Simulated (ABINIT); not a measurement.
# HfC (P6_3/mmc) in ABINIT: reference runs

Aim: a first look at HfC with PBEsol, on the cell as given.

All numbers are computed with ABINIT 10.8.3 (patched build); they aren't measurements. Logs are shortened: lines on timing, memory, paths and dates and some standing lists are left out, and cuts for length are marked. The log counts tension as positive stress, the text compression.

## 1. The crystal as given

The structure is hexagonal, space group P6_3/mmc (No. 194). Conventional cell: a = 3.343 Å, b = 3.343 Å, c = 5.203 Å, α = 90.00°, β = 90.00°, γ = 120.00°. Around Hf (site symmetry -6m2) lie 6 C at 2.33 Å. Around C (site symmetry -3m) lie 6 Hf at 2.33 Å and 2 C at 2.60 Å.

The cell comes from a database or a generator and needn't be the stable form of this composition.

## 2. Single point, PBEsol

run.abi

```
pp_dirpath "./"
pseudos "Hf.upf, C.upf"

acell 3*1.0
rprim
     6.3171013117     0.0000000000     0.0000000000
    -3.1585506557     5.4707702141     0.0000000000
     0.0000000000     0.0000000000     9.8317045648
ntypat 2
znucl 72 6
natom 4
typat 1 1 2 2
xcart
    -0.0000000001     1.9300046157     1.3006785000
     1.6714330267     0.9650023077     3.9020355000
     0.0000000000     0.0000000000     2.6013570000
     0.0000000000     0.0000000000     0.0000000000 Angstrom

ecut 41.0

kptopt 1
ngkpt 9 9 5
nshiftk 1
shiftk 0.0 0.0 0.0

ixc -116133

nband 20
occopt 3
tsmear 0.00183747

nstep 100
tolvrs 1.0e-10

iomode 3
prtwf 0
prtden 0
prteig 0
prtebands 0
enunit 1
```

Potentials or basis: PseudoDojo NC SR PBEsol v0.4.1 standard.

On the command line:

```bash
$ abinit run.abi > log 2>&1
```

run.abo:

```text
.Version 10.8.3 of ABINIT
 Symmetries : space group P6_3/m m c (#194); Bravais hP (primitive hexag.)
================================================================================
 Values of the parameters that define the memory need of the present run
     intxc =       0    ionmov =       0      iscf =       7    lmnmax =       8
     lnmax =       8     mgfft =      60  mpssoang =       4    mqgrid =    3001
     natom =       4  nloc_mem =       1    nspden =       1   nspinor =       1
    nsppol =       1      nsym =      24    n1xccc =    2501    ntypat =       2
    occopt =       3   xclevel =       2
       mpw =        4305          nfft =       96000          nkpt =          36
================================================================================
================================================================================

--------------------------------------------------------------------------------
------------- Echo of variables that govern the present computation ------------
--------------------------------------------------------------------------------
 -outvars: echo values of preprocessed input variables --------
            acell      1.0000000000E+00  1.0000000000E+00  1.0000000000E+00 Bohr
              amu      1.78490000E+02  1.20110000E+01
             ecut      4.10000000E+01 Hartree
           enunit           1
              ixc     -116133
         kptrlatt        9    0    0      0    9    0      0    0    5
          kptrlen      4.91585228E+01
            natom           4
            nband          20
            ngfft          40      40      60
             nkpt          36
            nstep         100
             nsym          24
           ntypat           2
           occopt           3
           prtden           0
        prtebands           0
           prteig           0
            prtwf           0
            rprim      6.3171013117E+00  0.0000000000E+00  0.0000000000E+00
                      -3.1585506557E+00  5.4707702141E+00  0.0000000000E+00
                       0.0000000000E+00  0.0000000000E+00  9.8317045648E+00
          spgroup         194
           tolvrs      1.00000000E-10
           tsmear      1.83747000E-03 Hartree
            typat      1  1  2  2
           xangst      6.0091653167E-10  1.9300046153E+00  1.3006785009E+00
                       1.6714330260E+00  9.6500230813E-01  3.9020354991E+00
                       5.4799902907E-10  9.8768008236E-10  2.6013570000E+00
                       5.4799902907E-10  9.8768008236E-10  1.7532117150E-09
            xcart      1.1355676694E-09  3.6471801446E+00  2.4579261445E+00
                       3.1585506569E+00  1.8235900732E+00  7.3737784269E+00
                       1.0355680822E-09  1.8664448557E-09  4.9158522857E+00
                       1.0355680822E-09  1.8664448557E-09  3.3130899820E-09
             xred      3.3333333367E-01  6.6666666701E-01  2.5000000034E-01
                       6.6666666700E-01  3.3333333367E-01  7.5000000034E-01
                       3.3451426814E-10  3.4116674300E-10  5.0000000034E-01
                       3.3451426814E-10  3.4116674300E-10  3.3698022150E-10
            znucl       72.00000    6.00000

================================================================================

 chkinp: Checking input parameters for consistency.

================================================================================
== DATASET  1 ==================================================================

--- !DatasetInfo
iteration_state: {dtset: 1, }
dimensions: {natom: 4, nkpt: 36, mband: 20, nsppol: 1, nspinor: 1, nspden: 1, mpw: 4305, }
cutoff_energies: {ecut:  41.0, pawecutdg:  -1.0, }
electrons: {nelect:   3.20000000E+01, charge:   0.00000000E+00, occopt:   3.00000000E+00, tsmear:   1.83747000E-03, }
meta: {optdriver: 0, ionmov: 0, optcell: 0, iscf: 7, paral_kgb: 0, }
...

 Real(R)+Recip(G) space primitive vectors, cartesian coordinates (Bohr,Bohr^-1):
 R(1)=  6.3171013  0.0000000  0.0000000  G(1)=  0.1583005  0.0913948  0.0000000
 R(2)= -3.1585507  5.4707702  0.0000000  G(2)=  0.0000000  0.1827896  0.0000000
 R(3)=  0.0000000  0.0000000  9.8317046  G(3)=  0.0000000  0.0000000  0.1017118
 Unit cell volume ucvol=  3.3977791E+02 bohr^3
 Angles (23,13,12)=  9.00000000E+01  9.00000000E+01  1.20000000E+02 degrees

 getcut: wavevector=  0.0000  0.0000  0.0000  ngfft=  40  40  60
         ecut(hartree)=     41.000   => boxcut(ratio)=   2.11722

--- Pseudopotential description ------------------------------------------------
- pspini: atom type   1  psp file is ./Hf.upf
12 -116133 3 -1 1656                          pspcod,pspxc,lmax,lloc,mmax
     nproj     2     2     2     2

- pspini: atom type   2  psp file is ./C.upf
12 -116133 1 -1 1248                          pspcod,pspxc,lmax,lloc,mmax
     nproj     2     2     0     0

   1.68575360E+03                                ecore*ucvol(ha*bohr**3)
--------------------------------------------------------------------------------

================================================================================

--- !BeginCycle
iteration_state: {dtset: 1, }
solver: {iscf: 7, nstep: 100, nline: 4, wfoptalg: 0, }
tolerances: {tolvrs: 1.00E-10, }
...

     iter   Etot(hartree)      deltaE(h)  residm     vres2
 ETOT  1  -124.54548422052    -1.245E+02 7.950E-02 1.692E+03
 ETOT  2  -124.53647737832     9.007E-03 4.105E-02 2.061E+03
 ETOT  3  -124.89138943811    -3.549E-01 6.697E-03 2.018E+00
 ETOT  4  -124.89225303281    -8.636E-04 4.218E-03 6.828E-02
 ETOT  5  -124.89226517246    -1.214E-05 1.304E-03 6.003E-03
 ETOT  6  -124.89226628936    -1.117E-06 1.970E-03 7.023E-05
 ETOT  7  -124.89226630448    -1.513E-08 7.834E-04 2.101E-07
 ETOT  8  -124.89226630457    -9.058E-11 9.859E-04 3.966E-08
 ETOT  9  -124.89226630458    -9.663E-12 4.161E-04 8.257E-11

 At SCF step    9       vres2   =  8.26E-11 < tolvrs=  1.00E-10 =>converged.

 Cartesian components of stress tensor (hartree/bohr^3)
  sigma(1 1)=  2.80322376E-04  sigma(3 2)=  0.00000000E+00
  sigma(2 2)=  2.80322377E-04  sigma(3 1)=  0.00000000E+00
  sigma(3 3)=  1.65286171E-04  sigma(2 1)= -4.08042781E-13

--- !ResultsGS
iteration_state: {dtset: 1, }
comment   : Summary of ground state results
lattice_vectors:
- [  6.3171013,   0.0000000,   0.0000000, ]
- [ -3.1585507,   5.4707702,   0.0000000, ]
- [  0.0000000,   0.0000000,   9.8317046, ]
lattice_lengths: [   6.31710,    6.31710,    9.83170, ]
lattice_angles: [ 90.000,  90.000, 120.000, ] # degrees, (23, 13, 12)
lattice_volume:   3.3977791E+02
convergence: {deltae: -9.663E-12, res2:  8.257E-11, residm:  4.161E-04, diffor: null, }
etotal    :  -1.24892266E+02
entropy   :   0.00000000E+00
fermie    :   4.20718660E-01
cartesian_stress_tensor: # hartree/bohr^3
- [  2.80322376E-04,  -4.08042781E-13,   0.00000000E+00, ]
- [ -4.08042781E-13,   2.80322377E-04,   0.00000000E+00, ]
- [  0.00000000E+00,   0.00000000E+00,   1.65286171E-04, ]
pressure_GPa:  -7.1192E+00
xred      :
- [  3.3333E-01,   6.6667E-01,   2.5000E-01, Hf]
- [  6.6667E-01,   3.3333E-01,   7.5000E-01, Hf]
- [  3.3451E-10,   3.4117E-10,   5.0000E-01,  C]
- [  3.3451E-10,   3.4117E-10,   3.3698E-10,  C]
cartesian_forces: # hartree/bohr
- [ -3.14357132E-28,  -5.50634870E-28,  -1.06981911E-31, ]
- [  5.32808699E-30,   6.67529423E-28,   3.20945732E-31, ]
- [  1.54514523E-28,  -5.84472767E-29,  -1.06981911E-31, ]
- [  1.54514523E-28,  -5.84472767E-29,  -1.06981911E-31, ]
force_length_stats: {min:   1.65199374E-28, max:   6.67550764E-28, mean:   4.07999834E-28, }
...

 Integrated electronic density in atomic spheres:
 ------------------------------------------------
 Atom  Sphere_radius  Integrated_density
    1        2.00000          8.44318418
    2        2.00000          8.44318418
    3        2.00000          3.82826203
    4        2.00000          3.82826203
================================================================================

 ----iterations are completed or convergence reached----

 Mean square residual over all n,k,spin=   33.902E-07; max=  41.610E-05
 reduced coordinates (array xred) for    4 atoms
       0.333333333668      0.666666667008      0.250000000337
       0.666666667001      0.333333333675      0.750000000337
       0.000000000335      0.000000000341      0.500000000337
       0.000000000335      0.000000000341      0.000000000337
 rms dE/dt=  1.6039E-27; max dE/dt=  2.9619E-27; dE/dt below (all hartree)
    1       0.000000000000      0.000000000000      0.000000000000
    2       0.000000000000     -0.000000000000     -0.000000000000
    3       0.000000000000      0.000000000000      0.000000000000
    4       0.000000000000      0.000000000000      0.000000000000

 cartesian coordinates (angstrom) at end:
    1      0.00000000060092     1.93000461527077     1.30067850087661
    2      1.67143302599908     0.96500230812923     3.90203549912339
    3      0.00000000054800     0.00000000098768     2.60135700000000
    4      0.00000000054800     0.00000000098768     0.00000000175321

 cartesian forces (hartree/bohr) at end:
    1     -0.00000000000000    -0.00000000000000    -0.00000000000000
    2      0.00000000000000     0.00000000000000     0.00000000000000
    3      0.00000000000000    -0.00000000000000    -0.00000000000000
    4      0.00000000000000    -0.00000000000000    -0.00000000000000
 frms,max,avg= 2.7419957E-28 6.6752942E-28   0.000E+00  0.000E+00  0.000E+00 h/b

 cartesian forces (eV/Angstrom) at end:
    1     -0.00000000000000    -0.00000000000000    -0.00000000000000
    2      0.00000000000000     0.00000000000000     0.00000000000000
    3      0.00000000000000    -0.00000000000000    -0.00000000000000
    4      0.00000000000000    -0.00000000000000    -0.00000000000000
 frms,max,avg= 1.4099909E-26 3.4325743E-26   0.000E+00  0.000E+00  0.000E+00 e/A
 length scales=  1.000000000000  1.000000000000  1.000000000000 bohr
              =  0.529177210544  0.529177210544  0.529177210544 angstroms
 Fermi (or HOMO) energy (eV) =  11.44834   Average Vxc (eV)= -12.87526
 Eigenvalues (   eV  ) for nkpt=  36  k points:
 kpt#   1, nband= 20, wtk=  0.00247, kpt=  0.0000  0.0000  0.0000 (reduced coord)
 -49.90494  -49.85539  -19.05191  -18.47509  -18.47509  -18.38474  -18.38474  -18.30294
  -1.47664    2.93883    4.59760    8.38371    8.38371   10.30582   10.30582   12.49549
  12.91575   12.91577   13.38544   13.38573
 prteigrs : prtvol=0 or 1, do not print more k-points.

--- !EnergyTerms
iteration_state     : {dtset: 1, }
comment             : Components of total free energy in Hartree
kinetic             :  3.69487992744007E+01
hartree             :  1.32823595913480E+01
xc                  : -3.26011196887954E+01
Ewald energy        : -9.52300750971479E+01
psp_core            :  4.96133965909978E+00
local_psp           : -5.71209969212103E+01
non_local_psp       :  4.86760273090252E+00
internal            : -1.24892090451403E+02
'-kT*entropy'       : -1.75853178367225E-04
total_energy        : -1.24892266304581E+02
total_energy_eV     : -3.39849169754987E+03
band_energy         : -1.17190068219914E+01
...

 Cartesian components of stress tensor (hartree/bohr^3)
  sigma(1 1)=  2.80322376E-04  sigma(3 2)=  0.00000000E+00
  sigma(2 2)=  2.80322377E-04  sigma(3 1)=  0.00000000E+00
  sigma(3 3)=  1.65286171E-04  sigma(2 1)= -4.08042781E-13

-Cartesian components of stress tensor (GPa)         [Pressure= -7.1192E+00 GPa]
- sigma(1 1)=  8.24736905E+00  sigma(3 2)=  0.00000000E+00
- sigma(2 2)=  8.24736907E+00  sigma(3 1)=  0.00000000E+00
- sigma(3 3)=  4.86288706E+00  sigma(2 1)= -1.20050331E-08

== END DATASET(S) ==============================================================
================================================================================

 -outvars: echo values of variables after computation  --------
            acell      1.0000000000E+00  1.0000000000E+00  1.0000000000E+00 Bohr
           etotal     -1.2489226630E+02
            fcart     -3.1435713219E-28 -5.5063486958E-28 -1.0698191075E-31
                       5.3280869862E-30  6.6752942291E-28  3.2094573226E-31
                       1.5451452260E-28 -5.8447276665E-29 -1.0698191075E-31
                       1.5451452260E-28 -5.8447276665E-29 -1.0698191075E-31
            rprim      6.3171013117E+00  0.0000000000E+00  0.0000000000E+00
                      -3.1585506557E+00  5.4707702141E+00  0.0000000000E+00
                       0.0000000000E+00  0.0000000000E+00  9.8317045648E+00
           strten      2.8032237628E-04  2.8032237689E-04  1.6528617148E-04
                       0.0000000000E+00  0.0000000000E+00 -4.0804278129E-13
           xangst      6.0091653167E-10  1.9300046153E+00  1.3006785009E+00
                       1.6714330260E+00  9.6500230813E-01  3.9020354991E+00
                       5.4799902907E-10  9.8768008236E-10  2.6013570000E+00
                       5.4799902907E-10  9.8768008236E-10  1.7532117150E-09
             xred      3.3333333367E-01  6.6666666701E-01  2.5000000034E-01
                       6.6666666700E-01  3.3333333367E-01  7.5000000034E-01
                       3.3451426814E-10  3.4116674300E-10  5.0000000034E-01
                       3.3451426814E-10  3.4116674300E-10  3.3698022150E-10
 Calculation completed.
```

It took 1.8 min on 1 thread of Arm Neoverse V1, shared host; peak memory 0.13 GiB.

What came out:

```yaml
Free_energy: -3398.4917 eV
Pressure: -7.1 GPa
Band_gap_on_the_k_mesh: none (metal or under the smearing width)
Valence_electrons_inside_the_program's_atomic_spheres: Hf 8.44; C 3.83
```
